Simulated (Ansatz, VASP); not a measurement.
# Two plane-wave programs on NiO

```
CELL_PARAMETERS angstrom
0.00000 2.24071 2.24071
2.24071 0.00000 2.24071
2.24071 2.24071 0.00000
ATOMIC_POSITIONS crystal
Ni 0.00000 0.00000 0.00000
O 0.25000 0.25000 0.25000
```

Alike in both runs: functional PBE; k mesh 14 × 14 × 14; occupations fermi-dirac, width 0.03 eV; collinear spin.

Ansatz relaxed the structure, and its values are those at the end. VASP's run is a single point on that final structure, the one shown.

|  | VASP | Ansatz |
| --- | --- | --- |
| version | VASP 6.6.1 | Ansatz 0.2.0 |
| potentials or method | VASP PAW PBE potentials, release 64 (Ni, O) | PAW with Ansatz's default frozen-core files, scalar-relativistic |
| plane-wave cutoff (eV) | 520 | 420 |
| valence electrons in the cell | 16 | 24 |

|  | VASP | Ansatz | Ansatz less VASP |
| --- | --- | --- | --- |
| pressure (GPa) | 0.3 | 0.0 | -0.25 |
| net moment per atom (μB) | 0.96 | 0.97 | +0.013 |
| size of the moment on the site where the two differ most (μB) | 1.50 | 1.47 | -0.027 |

Site moments also hang on the region over which each program counts them. The two sets of potentials don't hold the same shells in valence.

Caveats: a cell with one magnetic atom can't hold antiferromagnetic order, which such compounds often take.
